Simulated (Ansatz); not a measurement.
## Calculated 33S NMR of the central transition for ZnS under strain

Cell: a structure deposited in the COD, relaxed with PBE at fixed cell and then changed (z stretched by 1 %, ions relaxed).

```
CELL_PARAMETERS angstrom
1.91500 1.10563 15.78293
-1.91500 1.10563 15.78293
0.00000 -2.21125 15.78293
ATOMIC_POSITIONS crystal
Zn 0.00015 0.00015 0.00015
Zn 0.73343 0.73343 0.73343
Zn 0.46670 0.46670 0.46670
Zn 0.86675 0.86675 0.86675
Zn 0.60011 0.60011 0.60011
S 0.04998 0.04998 0.04998
S 0.78317 0.78317 0.78317
S 0.51653 0.51653 0.51653
S 0.91657 0.91657 0.91657
S 0.64994 0.64994 0.64994
```

Atoms are numbered from 1 in the order listed; like atoms form one site, named after its first atom.

All values are calculated (Ansatz; DFT, PBE, plane waves and PAW, scalar-relativistic, 420 eV cutoff, Γ-centred 13×13×13 k-points, Fermi–Dirac smearing 0.02 eV), not measured.

33S has I = 3/2 and Q = -69.40 mb (Pyykkö 2018); at 11.7 T its Larmor frequency is ν₀ = 38.3 MHz. Only the quadrupole interaction is simulated: positions count from each site's isotropic chemical shift, and J coupling is left out, as are shift anisotropy and dipolar coupling, which fast spinning averages.

Q: Give C_Q, η, the quadrupolar product P_Q = |C_Q|(1 + η²/3)^½, the second-order isotropic shift and the breadth of the pattern (fast magic-angle spinning) for each S site.

A: 

```json
{"site": "S6", "first shell": "4 Zn at 2.35–2.36 Å", "C_Q (MHz)": "-0.635", "η": "0.00", "P_Q (MHz)": "0.635", "δ_QIS (ppm)": "-6.88", "breadth (kHz)": "0.565"}
{"site": "S7", "first shell": "4 Zn at 2.35 Å", "C_Q (MHz)": "-0.503", "η": "0.00", "P_Q (MHz)": "0.503", "δ_QIS (ppm)": "-4.32", "breadth (kHz)": "0.354"}
{"site": "S8", "first shell": "4 Zn at 2.35–2.36 Å", "C_Q (MHz)": "-0.763", "η": "0.00", "P_Q (MHz)": "0.763", "δ_QIS (ppm)": "-9.94", "breadth (kHz)": "0.815"}
{"site": "S9", "first shell": "4 Zn at 2.35–2.36 Å", "C_Q (MHz)": "-0.776", "η": "0.00", "P_Q (MHz)": "0.776", "δ_QIS (ppm)": "-10.3", "breadth (kHz)": "0.844"}
{"site": "S10", "first shell": "4 Zn at 2.35–2.36 Å", "C_Q (MHz)": "-0.781", "η": "0.00", "P_Q (MHz)": "0.781", "δ_QIS (ppm)": "-10.4", "breadth (kHz)": "0.853"}
```

δ_QIS = −(ν_Q²/30ν₀²)[I(I+1) − 3/4](1 + η²/3) × 10⁶ ppm with ν_Q = 3|C_Q|/[2I(2I−1)]; it falls as 1/B₀² in ppm, and the breadth as 1/B₀ in kHz.

An axis of threefold or higher order runs through S6, S7, S8, S9 and S10, so V_zz lies along it and η is zero.

The relaxation (3 steps) took 1.8 min of wall time (7.1 min of CPU time) and 2.4 GiB at its peak, on 4 threads of Intel Xeon Platinum 8375C CPU @ 2.90GHz (Ice Lake) (x86_64; 16 cores open to the job, memory cap 8.0 GiB, no GPU), a shared host with a load of 0.6 a core.
